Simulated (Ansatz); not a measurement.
**BAs**

```
CELL_PARAMETERS angstrom
0.00000 2.38850 2.38850
2.38850 0.00000 2.38850
2.38850 2.38850 0.00000
ATOMIC_POSITIONS crystal
B 0.00000 0.00000 0.00000
As 0.75000 0.75000 0.75000
```

Atom numbers follow the list: B1, As2.

The cell is COD entry 9008833, as deposited and not checked against the literature; nothing was relaxed.

Methods: DFT, PBE, all-electron LAPW, scalar-relativistic (Ansatz 0.2.0); DFT, PBE, PAW with Ansatz's default frozen-core files, scalar-relativistic (Ansatz 0.2.0).

For LAPW: a Γ-centred 15×15×15 k mesh, Fermi–Dirac smearing of 0.03 eV, basis error target 0.25 meV/atom, no spin polarisation. PAW takes a cutoff of 420 eV at this cell. The Ansatz runs share mesh, smearing and spin set-up. Values come from LAPW unless marked.

```
Pressure at this cell                                                                                                  : 2.73 GPa
Band gap                                                                                                               : 1.19 eV
Smallest direct gap on the path                                                                                        : 3.28 eV
Löwdin charges (with 0.04 e of the cell spilling out of the atomic basis, so their sizes and signs hang on that basis) : B1 -0.61, As2 0.65 e
Bader charges (from the PAW run)                                                                                       : B1 +0.13, As2 -0.13 e
Volume per atom                                                                                                        : 13.63 Å³
```
